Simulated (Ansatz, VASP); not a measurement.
MgI2 in VASP and in Ansatz

```
Mg I
1.0
     0.00000    3.26429    3.26429
     3.26429    0.00000    3.26429
     3.26429    3.26429    0.00000
Mg I
1 2
Direct
  0.00000 0.00000 0.00000
  0.25000 0.25000 0.25000
  0.75000 0.75000 0.75000
```

Alike in both runs: task relaxation of cell and atoms; functional PBE; k mesh 10 × 10 × 10; occupations fermi-dirac, width 0.03 eV; no spin polarisation.

|  | VASP | Ansatz |
| --- | --- | --- |
| version | VASP 6.6.1 | Ansatz 0.2.0 |
| potentials or method | VASP PAW PBE potentials, release 64 (Mg, I) | PAW with Ansatz's default frozen-core files, scalar-relativistic |
| plane-wave cutoff (eV) | 600 | 420 |
| valence electrons in the cell | 16 | 44 |

```csv
,VASP,Ansatz,Ansatz less VASP
relaxed volume (Å³/atom),35.49,35.54,+0.051
relaxed cell length with the largest relative difference (Å),5.320,5.323,+0.0025
energy change over the relaxation (meV/atom),-827,-832,-5.1
```

The two sets of potentials don't hold the same shells in valence.

Caveats: the volume moved by over 15 % at a fixed basis, so the end points are rough (VASP). A k mesh can miss the band edges.
